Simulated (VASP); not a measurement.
A run of VASP 6.6.1:

Contents of INCAR:

```
PREC = Accurate
ENCUT = 520
EDIFF = 1E-6
ISMEAR = 0
SIGMA = 0.1
LREAL = F
LASPH = T
NELM = 100
ALGO = Normal
ISIF = 2
LWAVE = F
LCHARG = F
GGA = PS
NBANDS = 24
```

KPOINTS

```
regular mesh
0
Gamma
  9 9 4
```

File POSCAR:

```
ZnCu2
1.0
    2.5838256049      0.0000000000      0.0000000000
   -1.2919128025      2.2376586128      0.0000000000
    0.0000000000      0.0000000000      6.2933738000
Zn Cu
1 2
Direct
    0.0000000000      0.0000000000      0.0000000000
    0.3333333300      0.6666666700      0.6621414900
    0.6666666700      0.3333333300      0.3378585100
```

Potentials or basis: VASP PAW PBE potentials, release 64 (Zn, Cu).

Run with:

```console
$ cat potpaw_PBE.64/Zn/POTCAR potpaw_PBE.64/Cu/POTCAR > POTCAR
$ mpirun -np 1 vasp_std > vasp.out
```

Hardware: 1 thread of Intel(R) Xeon(R) Platinum 8488C (Sapphire Rapids), on a shared host.

Question: Estimate the wall time of this run.

Answer: Wall time 32 s on 1 thread of Intel(R) Xeon(R) Platinum 8488C (Sapphire Rapids), on a shared host, peak memory 0.16 GiB. Counts: scf iterations 14, k points 43.
